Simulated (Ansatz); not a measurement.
Ansatz input

```yaml
crystal:
  lattice:
    - [1.8839499198, 0.0, 0.0]
    - [0.0, 1.8839499198, 0.0]
    - [0.0, 0.0, 1.8839499198]
  atoms:
    - { symbol: B, position: [0.0, 0.0, 0.0] }
hamiltonian:
  xc: hse06
  pseudopotentials:
    kind: paw
    azcp:
      B: "pseudopotentials/B.paw.azcp"
basis:
  ecutwfc: 420
  fft_grid_basis: typed
kpoints:
  mp_grid: { grid: [8, 8, 8], shift: [0, 0, 0] }
magnetization:
  spin_polarized: false
scf:
  occupations: { method: fermi_dirac, width: 0.1 }
output:
  write_density: true
  write_potential: true
  elf: true
  volumetric_format: npy
```

and its output:

```
Engine: ansatz 0.2.0, aarch64-unknown-linux-gnu
Pseudopotentials: kind: paw
Pseudopotential: B, paw, valence charge 3, recommended cutoff 420 eV (normal) 
Functional definition: HSE06
  parameter a = 0.25
  parameter omega = 0.11/bohr
  exchange = pbe_x - a*pbe_x_sr(omega) + a*exact_x_sr(omega)
  correlation = pbe_c
Crystal: 1 atoms, lattice volume = 6.687 Å³
Basis set: ecut = 420 eV, 123 PW (Γ)
Bands: 6, of which v1, the nominal top of the filled ones, is band 2 counted from 1 (1 counted from 0)
Symmetry: 48 space group operations
Space group: Pm-3m (ITA 221), of the structure as read, at distance tolerance 1.9e-5 Å
k-points: 35 of 512
Non-local potential: B, projectors of the file, l = 0: 2, l = 1: 2, l = 2: 1
PAW form: soft (Blöchl's): semilocal exchange-correlation on the pseudo side does not see the compensation charge
PAW frozen core: B, regenerated for the run's functional, and the local potential with it (the file was generated under x = pbe(κ = 0.804, μ = 0.2195149727645171), c = pbe(β = 0.06672455060314922))
PAW one-centre angular grid: B, 110 points (default); XC on 64 Gauss nodes
Initial density: superposition of atomic densities (neutral atoms: chi_scale 0, normalization atom), corrected by the library's trained network
Initial wavefunctions: pseudopotential atomic-orbital guess
Functional: x = pbe(κ = 0.804, μ = 0.2195149727645171), c = pbe(β = 0.06672455060314922), warm-up for x = pbe(κ = 0.804, μ = 0.2195149727645171) + 0.25 (exact − pbe) at short range (hse, ω = 0.20786987370883472 Å⁻¹), c = pbe(β = 0.06672455060314922); HSE06 as pw.x's `hse` composes it (authors' and Libxc's form: `xc: wpbeh`)
SCF iter   1: F=—  HF=-154.812664 eV  |F-HF|=—  |Δ(HF+E_count)|=         —  Δρ=2.97e-3  dr2=1.90e-4  ethr=1.77e-3  ⟨swp⟩=5.8  Hψ=926  notcnv=0
SCF iter   2: F=—  HF=-154.812800 eV  |F-HF|=—  |Δ(HF+E_count)|=   1.35e-4  Δρ=1.49e-3  dr2=4.41e-5  ethr=6.34e-6  ⟨swp⟩=2.3  Hψ=277  notcnv=0
iter 3 solved again at ethr=5.78e-9 eV; its pass at ethr=1.47e-6 eV (dr2=1.74e-7 eV) is discarded
SCF iter   3: F=—  HF=-154.812855 eV  |F-HF|=—  |Δ(HF+E_count)|=   5.53e-5  Δρ=7.90e-5  dr2=1.70e-7  ethr=5.78e-9  ⟨swp⟩=2.7  Hψ=570  notcnv=0
SCF iter   4: F=-154.812855 eV  HF=-154.812855 eV  |F-HF|=2.49e-10  |Δ(HF+E_count)|=   1.95e-7  Δρ=2.86e-6  dr2=2.49e-10  ethr=5.66e-9  ⟨swp⟩=2.0  Hψ=263  notcnv=0
SCF 1 converged in 4 iterations: F = -154.812855 eV  dr2 = 2.49e-10
Initial density: handed on by an earlier stage of this run
Initial wavefunctions: those handed on with the density
Functional: x = pbe(κ = 0.804, μ = 0.2195149727645171) + 0.25 (exact − pbe) at short range (hse, ω = 0.20786987370883472 Å⁻¹), c = pbe(β = 0.06672455060314922); HSE06 as pw.x's `hse` composes it (authors' and Libxc's form: `xc: wpbeh`)
Exchange kernel: α = 0.2500, screened, ω = 0.2079 Å⁻¹, Wigner–Seitz truncation, v(0) = 1028.3547 eV·Å³, q-mesh 8×8×8, nearest image of the exchange supercell L = 15.07 Å, pair-density grid 9×9×9, without the augmentation charges, whose exchange is taken in its separable form by FFT convolution over the k-point mesh (sized by the pseudopotential files, 15×15×15 at the most), smooth part of the exact exchange by density-matrix convolution
Frozen-core exchange: fock
iter 1 solved again at ethr=5.37e-5 eV; its pass at ethr=1.00e-1 eV (dr2=1.61e-3 eV) is discarded
SCF iter   1: F=—  HF=-154.748251 eV  |F-HF|=—  |Δ(HF+E_count)|=         —  Δρ=5.88e-3  dr2=1.82e-3  ethr=5.37e-5  ⟨swp⟩=3.3  Hψ=940  notcnv=0
SCF iter   2: F=—  HF=-154.747391 eV  |F-HF|=—  |Δ(HF+E_count)|=   8.61e-4  Δρ=2.43e-3  dr2=3.14e-4  ethr=5.37e-5  ⟨swp⟩=1.9  Hψ=261  notcnv=0
SCF iter   3: F=—  HF=-154.747712 eV  |F-HF|=—  |Δ(HF+E_count)|=   3.22e-4  Δρ=4.08e-4  dr2=9.99e-6  ethr=9.27e-6  ⟨swp⟩=1.9  Hψ=261  notcnv=0
SCF iter   4: F=-154.747707 eV  HF=-154.747707 eV  |F-HF|=2.58e-9  |Δ(HF+E_count)|=   4.99e-6  Δρ=1.84e-5  dr2=4.30e-8  ethr=2.76e-7  ⟨swp⟩=2.2  Hψ=325  notcnv=0
SCF 2 converged in 4 iterations: F = -154.747707 eV  dr2 = 4.30e-8
hybrid outer 1: dexx = +4.970e-4 eV, tail = 5.82e-7 eV
Exchange kernel: α = 0.2500, screened, ω = 0.2079 Å⁻¹, Wigner–Seitz truncation, v(0) = 1028.3547 eV·Å³, q-mesh 8×8×8, nearest image of the exchange supercell L = 15.07 Å, pair-density grid 9×9×9, without the augmentation charges, whose exchange is taken in its separable form by FFT convolution over the k-point mesh (sized by the pseudopotential files, 15×15×15 at the most), smooth part of the exact exchange by density-matrix convolution
Frozen-core exchange: fock
SCF iter   1: F=—  HF=-154.747712 eV  |F-HF|=—  |Δ(HF+E_count)|=         —  Δρ=1.42e-5  dr2=6.05e-9  ethr=9.70e-8  ⟨swp⟩=4.7  Hψ=734  notcnv=0
SCF iter   2: F=-154.747712 eV  HF=-154.747712 eV  |F-HF|=2.29e-10  |Δ(HF+E_count)|=  7.49e-10  Δρ=5.90e-6  dr2=1.25e-9  ethr=1.86e-10  ⟨swp⟩=2.4  Hψ=283  notcnv=0
SCF 3 converged in 2 iterations: F = -154.747712 eV  dr2 = 1.25e-9
hybrid outer 2: dexx = +7.357e-9 eV, tail = 4.74e-9 eV, Δε = 9.26e-4 eV (about 7.59e-5 eV left of the loop's levels)
hybrid SCF converged: 2 outer / 6 inner (+4 warm-up), last move |dexx| = 7.36e-9 eV, tail = 4.74e-9 eV
Stability not checked: this state was not tested for a lower state beside it, because the functional holds exact exchange (a hybrid, or Hartree-Fock), whose exchange loop this test does not read (fock_operator; see scf.lower_state_search)
Free energy (F): -154.747712 eV
Frozen-core exchange: fock
Harris-Foulkes:  -154.747712 eV  (|F-HF|=2.29e-10)
Internal energy: -154.737336 eV  (E = F + TS)
E sigma→0 (E₀):  -154.742524 eV
Entropy (-TS):   -0.010377 eV (-10.377 meV/atom)
Fermi energy:    10.037756 eV
--- Per-component energies (eV) ---
  E_band       = 10.913355
  E_kinetic    = 46.267584
  E_local      = -6.389601  (includes V_loc(G=0)·N_el)
  E_nonlocal   = 12.224006
  E_hartree    = 0.922052
  E_xc         = -26.132679
  E_vxc        = -30.676699  (∫ρ·V_xc dr)
  E_exx        = -4.945872  (= α·E_x^exact, valence–valence)
  E_paw        = -79.081498  (= ΣΔE_a)
  E_vpaw       = -2.464357  (= ΣTr[D̂ρ^β])
  E_aug_tail   = -0.000003  (compensation charges beyond the density's cutoff)
  E_ewald      = -97.588767
  E_core_change = -0.012557  (= ΣΔE_core)
  E_smearing   = -0.010377  (= −TS)
  E_closure    = 0.000000  (closes the sum)
  Σ components = -154.747712   (vs F -154.747712, Δ=0.00e0)
--- Band table (eV; the first three rows and the last of 35) ---
  k-point 0: bands = ["-7.5061", "25.5319", "25.5319", "25.5319"]
  k-point 1: bands = ["-6.9182", "20.9623", "25.9946", "25.9946"]
  k-point 2: bands = ["-5.1577", "14.0452", "27.2616", "27.2616"]
  k-point 34: bands = ["14.5959", "14.5959", "14.5959", "27.9385"]
  guard bands above this table: 2 of the run's 6 bands. The solve was not asked for them (output.publish_guard_bands: true or output.eigenvalues: true publishes all)
```

Launched by

```sh
ansatz run input.yaml --threads 4 --pin off --max-ram 8192MiB --backend cpu --events-out ev --progress --plain --runs-dir out
```

On 4 threads of Arm Neoverse V1 (shared host) this took about 1.2 s of wall time and 2.9 s of CPU time, with 0.41 GiB at the peak.
